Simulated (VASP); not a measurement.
# In (Im-3m) in VASP: further runs

The runs below take In through single point, relaxation of cell and atoms, with PBE.

Everything below comes from runs of VASP 6.6.1. Logs are shortened: lines on timing, memory, paths and dates and some standing lists are left out, and cuts for length are marked.

## Step 1: Starting point

The structure is cubic, space group Im-3m (No. 229). The conventional cell has a = 3.819 Å, b = 3.819 Å, c = 3.819 Å, α = 90.00°, β = 90.00°, γ = 90.00°. In (site symmetry m-3m) is surrounded by 8 In at 3.31 Å.

This isn't the form of In at room conditions, which is tetragonal.

## Step 2: Single point, PBE

Contents of INCAR:

```
SYSTEM = In
  PREC = Accurate
  ENCUT = 520
  EDIFF = 1E-6
  ISMEAR = 0
  SIGMA = 0.1
  LREAL = .False.
  LASPH = .True.
  NELM = 100
  ALGO = Fast
  ISIF = 2
  LWAVE = .False.
  LCHARG = .True.
  GGA = PE
  LELF = .True.
  LVHAR = .True.
  NBANDS = 12
```

Contents of KPOINTS:

```
Automatic mesh
0
Gamma
  16 16 16
  0 0 0
```

Contents of POSCAR:

```
In
1.0
   -1.9096558415      1.9096558415      1.9096558415
    1.9096558415     -1.9096558415      1.9096558415
    1.9096558415      1.9096558415     -1.9096558415
In
1
Direct
    0.0000000000      0.0000000000      0.0000000000
```

Potentials or basis: VASP PAW PBE potentials, release 64 (In_d).

Started as:

```
$ cat potpaw_PBE.64/In_d/POTCAR > POTCAR
$ mpirun -np 1 vasp_std > vasp.out
```

OUTCAR:

```text
SYSTEM = In
   PREC = Accurate
   ENCUT = 520
   EDIFF = 1E-6
   ISMEAR = 0
   LREAL = .False.
   LASPH = .True.
   NELM = 100
   ISIF = 2
   GGA = PE

 ion  position               nearest neighbor table
   1  0.000  0.000  0.000-

  LATTYP: Found a body centered cubic cell.
 ALAT       =     3.8193116830

  Lattice vectors:

 A1 = (  -1.9096558415,   1.9096558415,   1.9096558415)
 A2 = (   1.9096558415,  -1.9096558415,   1.9096558415)
 A3 = (   1.9096558415,   1.9096558415,  -1.9096558415)

Analysis of symmetry for initial positions (statically):
=====================================================================
 Subroutine PRICEL returns:
 Original cell was already a primitive cell.

 Routine SETGRP: Setting up the symmetry group for a
 body centered cubic supercell.

 Subroutine GETGRP returns: Found 48 space group operations
 (whereof 48 operations were pure point group operations)
 out of a pool of 48 trial point group operations.

The static configuration has the point symmetry O_h .

Analysis of symmetry for dynamics (positions and initial velocities):
=====================================================================
 Subroutine PRICEL returns:
 Original cell was already a primitive cell.

 Routine SETGRP: Setting up the symmetry group for a
 body centered cubic supercell.

 Subroutine GETGRP returns: Found 48 space group operations
 (whereof 48 operations were pure point group operations)
 out of a pool of 48 trial point group operations.

The dynamic configuration has the point symmetry O_h .

 Subroutine INISYM returns: Found 48 space group operations
 (whereof 48 operations are pure point group operations),
 and found     1 'primitive' translations

----------------------------------------------------------------------------------------

                                     Primitive cell

  volume of cell :      27.8564

  direct lattice vectors                    reciprocal lattice vectors
    -1.909655842  1.909655842  1.909655842     0.000000000  0.261827283  0.261827283
     1.909655842 -1.909655842  1.909655842     0.261827283  0.000000000  0.261827283
     1.909655842  1.909655842 -1.909655842     0.261827283  0.261827283  0.000000000

  length of vectors
     3.307620942  3.307620942  3.307620942     0.370279694  0.370279694  0.370279694

  position of ions in fractional coordinates (direct lattice)
     0.000000000  0.000000000  0.000000000

  ion indices of the primitive-cell ions
   primitive index   ion index
                 1           1

----------------------------------------------------------------------------------------

 KPOINTS: Automatic mesh

Automatic generation of k-mesh.
 Grid dimensions read from file:
 generate k-points for:   16   16   16

 Generating k-lattice:

  Cartesian coordinates                     Fractional coordinates (reciprocal lattice)
     0.000000000  0.016364205  0.016364205     0.062500000  0.000000000  0.000000000
     0.016364205  0.000000000  0.016364205     0.000000000  0.062500000  0.000000000
     0.016364205  0.016364205  0.000000000     0.000000000  0.000000000  0.062500000

  Length of vectors
     0.023142481  0.023142481  0.023142481

  Shift w.r.t. Gamma in fractional coordinates (k-lattice)
     0.000000000  0.000000000  0.000000000

 Subroutine IBZKPT returns following result:
 ===========================================

 Found    145 irreducible k-points:

 Following reciprocal coordinates:
            Coordinates               Weight
  0.000000  0.000000  0.000000      1.000000
  0.062500  0.000000  0.000000     12.000000
  0.125000  0.000000  0.000000     12.000000
  0.187500  0.000000  0.000000     12.000000
  0.250000  0.000000  0.000000     12.000000
  0.312500  0.000000  0.000000     12.000000
[... 16 lines left out ...]
  0.187500  0.187500  0.000000     24.000000
  0.250000  0.187500 -0.000000     48.000000
 [... further k-points ...]
   k-points           NKPTS =    145   k-points in BZ     NKDIM =    145   number of bands    NBANDS=     12
   number of dos      NEDOS =    301   number of ions     NIONS =      1
   total plane-waves  NPLWV =  21952
   dimension x,y,z NGX =    28 NGY =   28 NGZ =   28
   dimension x,y,z NGXF=    56 NGYF=   56 NGZF=   56
   ions per type =               1
   NGX,Y,Z   is equivalent  to a cutoff of  14.07, 14.07, 14.07 a.u.
   NGXF,Y,Z  is equivalent  to a cutoff of  28.15, 28.15, 28.15 a.u.
 SYSTEM =  In
   PREC   = accura    normal or accurate (medium, high low for compatibility)
   ISTART =      0    job   : 0-new  1-cont  2-samecut
   ICHARG =      2    charge: 1-file 2-atom 10-const
   ISPIN  =      1    spin polarized calculation?
   LNONCOLLINEAR =      F non collinear calculations
   LSORBIT =      F    spin-orbit coupling
   LASPH  =      T    aspherical Exc in radial PAW
   ENCUT  =  520.0 eV  38.22 Ry    6.18 a.u.   6.15  6.15  6.15*2*pi/ulx,y,z
   NELM   =    100;   NELMIN=  2; NELMDL= -5     # of ELM steps
   EDIFF  = 0.1E-05   stopping-criterion for ELM
   LREAL  =      F    real-space projection
   EDIFFG = 0.1E-04   stopping-criterion for IOM
   NSW    =      0    number of steps for IOM
   IBRION =     -1    ionic relax: 0-MD 1-quasi-New 2-CG
   NFREE  =      0    steps in history (QN), initial steepest desc. (CG)
   ISIF   =      2    stress and relaxation
   ISYM   =      2    0-nonsym 1-usesym 2-fastsym
   POTIM  = 0.5000    time-step for ionic-motion
   TEBEG  =    0.0;   TEEND  =   0.0 temperature during run
   PSTRESS=    0.0 pullay stress
   NELECT =      13.0000    total number of electrons
   NUPDOWN=      -1.0000    fix difference up-down
   EMIN   =  10.00;   EMAX   =-10.00  energy-range for DOS
   EFERMI =   0.00;   METHOD = LEGACY
   ISMEAR =     0;   SIGMA  =   0.10  broadening in eV -4-tet -1-fermi 0-gaus
   EFERMI_NEDOS =   21; number of points for ismear=-14 and -15
   IALGO  =     68    algorithm
   IMIX   =      4    mixing-type and parameters
     AMIX     =   0.40;   BMIX     =  1.00
     AMIX_MAG =   1.60;   BMIX_MAG =  1.00
  volume/ion in A,a.u.               =      27.86       187.98
  Fermi-wavevector in a.u.,A,eV,Ry     =   1.269836  2.399641 21.939157  1.612483
  Thomas-Fermi vector in A             =   2.402855
   LORBIT       =      0    0 simple, 1 ext, 2 COOP (PROOUT), +10 PAW based schemes
   GGA     = PE    functional components
   LHFCALC =     F    Hartree Fock is set to
   AEXX    =    0.0000 exact exchange contribution
   IVDW    =     0    specifies the selected vdW correction
   LEPSILON=     F    determine dielectric tensor
   LRPA    =     F    only Hartree local field effects (RPA)
 non-spin polarized calculation
 RMM-DIIS sequential band-by-band and
 Gauss-broadening in eV      SIGMA  =   0.10
  energy-cutoff  :      520.00
  volume of cell :       27.86
 maximum number of plane-waves:       767
 NGX is ok and might be reduce to    28
   NGX = 13   NGY = 13   NGZ = 13

 number of electron      13.0000004 magnetization

 Free energy of the ion-electron system (eV)
  ---------------------------------------------------
  ext. energy  EPLUGINS =         0.00000000
  ---------------------------------------------------
  free energy    TOTEN  =        -2.54889006 eV

  energy without entropy =       -2.54581175  energy(sigma->0) =       -2.54735090

 E-fermi :   6.8510     XC(G=0):  -9.9596

 val. band max:        6.8404322755   @ k =   0.3125   0.1250   0.0000
 cond. band min:       6.8657431581   @ k =  -0.4375   0.5000   0.3125
 fundamental gap:      0.0253108827
 Fermi energy:         6.8510332760

 k-point     1 :       0.0000    0.0000    0.0000
  band No.  band energies     occupation
      1      -7.7827      2.00000
      2      -7.7827      2.00000
      3      -7.7827      2.00000
      4      -7.5464      2.00000
      5      -7.5464      2.00000
      6      -2.2848      2.00000
      7      17.2755      0.00000
      8      17.2755      0.00000
      9      17.2755      0.00000
     10      19.6461      0.00000
     11      19.6461      0.00000
     12      19.6461      0.00000

 k-point     2 :       0.0625    0.0000    0.0000
  band No.  band energies     occupation
      1      -7.7863      2.00000
      2      -7.7791      2.00000
      3      -7.7687      2.00000
      4      -7.5502      2.00000
      5      -7.5465      2.00000
      6      -2.1988      2.00000
      7      16.4074      0.00000
      8      16.8639      0.00000
      9      17.0935      0.00000
     10      18.9450      0.00000
     11      19.2498      0.00000
     12      19.5094      0.00000

 k-point     3 :       0.1250    0.0000    0.0000
  band No.  band energies     occupation
      1      -7.7964      2.00000
      2      -7.7703      2.00000
      3      -7.7288      2.00000
      4      -7.5604      2.00000
      5      -7.5470      2.00000
      6      -1.9394      2.00000
      7      14.5100      0.00000
      8      15.9914      0.00000
      9      16.5792      0.00000
     10      18.2629      0.00000
     11      18.5954      0.00000
     12      19.5058      0.00000

 k-point     4 :       0.1875    0.0000    0.0000
  band No.  band energies     occupation
      1      -7.8115      2.00000
      2      -7.7619      2.00000
      3      -7.6682      2.00000
      4      -7.5722      2.00000
      5      -7.5476      2.00000
      6      -1.5038      2.00000
      7      12.4134      0.00000
      8      15.0458      0.00000
      9      15.9062      0.00000
     10      17.7206      0.00000
     11      17.9927      0.00000
     12      19.8278      0.00000

 k-point     5 :       0.2500    0.0000    0.0000
  band No.  band energies     occupation
      1      -7.8293      2.00000
      2      -7.7614      2.00000
      3      -7.5956      2.00000
      4      -7.5790      2.00000
      5      -7.5483      2.00000
      6      -0.8895      2.00000
      7      10.3599      0.00000
      8      14.1795      0.00000
      9      15.2484      0.00000
     10      17.2828      0.00000
     11      17.4931      0.00000
     12      20.4038      0.00000
[... 228 lines left out ...]
      1      -7.8524      2.00000
      2      -7.7760      2.00000
      3      -7.5672      2.00000
      4      -7.5597      2.00000
      5      -7.4389      2.00000
      6       2.2376      2.00000
      7       5.2519      2.00000
      8      10.6780      0.00000
      9      13.2588      0.00000
     10      17.2814      0.00000
     11      19.4324      0.00000
     12      21.5985      0.00000

 k-point    22 :       0.4375    0.1250    0.0000
  band No.  band energies     occupation
      1      -7.8553      2.00000
      2      -7.7794      2.00000
      3      -7.5626      2.00000
      4      -7.5611      2.00000
      5      -7.4272      2.00000
      6       3.1223      2.00000
      7       4.2054      2.00000
      8      10.5778      0.00000
      9      13.1736      0.00000
     10      17.2272      0.00000
     11      19.3867      0.00000
     12      22.5186      0.00000

 k-point    23 :       0.1875    0.1875    0.0000
  band No.  band energies     occupation
      1      -7.8220      2.00000
      2      -7.7536      2.00000
      3      -7.5889      2.00000
      4      -7.5675      2.00000
      5      -7.5263      2.00000
      6       0.0788      2.00000
      7       9.3329      0.00000
      8      10.6565      0.00000
      9      13.8979      0.00000
     10      18.6261      0.00000
     11      18.6386      0.00000
     12      21.5829      0.00000

 k-point    24 :       0.2500    0.1875   -0.0000
  band No.  band energies     occupation
      1      -7.8302      2.00000
      2      -7.7453      2.00000
      3      -7.5835      2.00000
      4      -7.5704      2.00000
      5      -7.4937      2.00000
      6       0.9546      2.00000
      7       7.8662      0.00000
      8       9.7553      0.00000
      9      13.4389      0.00000
     10      18.3009      0.00000
     11      19.3473      0.00000
     12      21.8285      0.00000

 [... further k-points ...]

------------------------ aborting loop because EDIFF is reached ----------------------------------------

  FORCE on cell =-STRESS in cart. coord.  units (eV):
  Direction    XX          YY          ZZ          XY          YZ          ZX
  --------------------------------------------------------------------------------------
  -------------------------------------------------------------------------------------
  Total       -0.0050756     -0.0050756     -0.0050756     -0.0000000      0.0000000      0.0000000
  in kB       -0.2919253     -0.2919253     -0.2919253     -0.0000000      0.0000000      0.0000000
  external PRESSURE =      -0.2919253 kB  Pullay stress =       0.0000000 kB

 VOLUME and BASIS-vectors are now :
 -----------------------------------------------------------------------------
  energy-cutoff  :      520.00
  volume of cell :       27.86
      direct lattice vectors                 reciprocal lattice vectors
    -1.909655842  1.909655842  1.909655842     0.000000000  0.261827283  0.261827283
     1.909655842 -1.909655842  1.909655842     0.261827283  0.000000000  0.261827283
     1.909655842  1.909655842 -1.909655842     0.261827283  0.261827283  0.000000000

 POSITION                                       TOTAL-FORCE (eV/Angst)
 -----------------------------------------------------------------------------------
      0.00000      0.00000      0.00000        -0.000000      0.000000     -0.000000
 -----------------------------------------------------------------------------------
    total drift:                               -0.000000     -0.000000     -0.000000

  FREE ENERGIE OF THE ION-ELECTRON SYSTEM (eV)
  ---------------------------------------------------
  free  energy   TOTEN  =        -2.5488900594 eV

  energy  without entropy=       -2.5458117492  energy(sigma->0) =       -2.54735090
```

Wall time 27 s (1 thread of Intel Xeon 6975P-C (Granite Rapids), shared host); peak memory 0.18 GiB.

What came out:

```
Free energy            : -2.5489 eV
Pressure               : 0.0 GPa
Band gap on the k mesh : none (metal or under the smearing width)
```

(Continued in part 2 of 2.)
